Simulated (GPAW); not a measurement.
Crystal: Mo.

```
Mo
1.0
    -1.58381    1.58381    1.58381
     1.58381   -1.58381    1.58381
     1.58381    1.58381   -1.58381
Mo
1
Direct
  0.00000 0.00000 0.00000
```

- Program: GPAW 26.7.0
- Task: relaxation of cell and atoms
- Functional: RPBE
- Dispersion: D4
- Potentials or basis: the program's PAW data sets (release 1.2.1) made for this functional
- Cutoff: 600 eV
- Basis: pw
- k mesh: 12 × 12 × 12
- Occupations: fermi-dirac, width 0.05 eV
- Spin: no spin polarisation

At the start: pressure -9.0 GPa; volume 15.89 Å³/atom.

Q: How do energy, volume and symmetry change on relaxing?

A: Over 6 steps the energy falls by 15.8 meV/atom and the volume is 15.34 Å³/atom (-3.4 %); space group Im-3m (No. 229, to 0.05 Å).

Step by step:
| step | energy change (eV) | largest force (eV/Å) | pressure (GPa) | volume (Å³) |
| --- | --- | --- | --- | --- |
| 1 | 0.0000 | 0.0000 | -8.97 | 15.89 |
| 2 | -0.0148 | 0.0000 | -2.33 | 15.47 |
| 3 | -0.0076 | 0.0000 | 7.14 | 14.96 |
| 4 | -0.0106 | 0.0000 | 5.64 | 15.04 |
| 5 | -0.0142 | 0.0000 | 3.02 | 15.17 |
| 6 | -0.0158 | 0.0000 | -0.09 | 15.34 |

Final structure:
```cif
data_structure
_symmetry_space_group_name_H-M 'P 1'
_symmetry_Int_Tables_number 1
_cell_length_a 2.7114
_cell_length_b 2.7114
_cell_length_c 2.7114
_cell_angle_alpha 109.471
_cell_angle_beta 109.471
_cell_angle_gamma 109.471
_cell_volume 15.34
loop_
_atom_site_label
_atom_site_type_symbol
_atom_site_fract_x
_atom_site_fract_y
_atom_site_fract_z
_atom_site_occupancy
Mo1 Mo 0.00000 0.00000 0.00000 1
```

Caveat: later steps reuse the first step's grids; pairwise dispersion overbinds metals, which lowers pressure and volume.
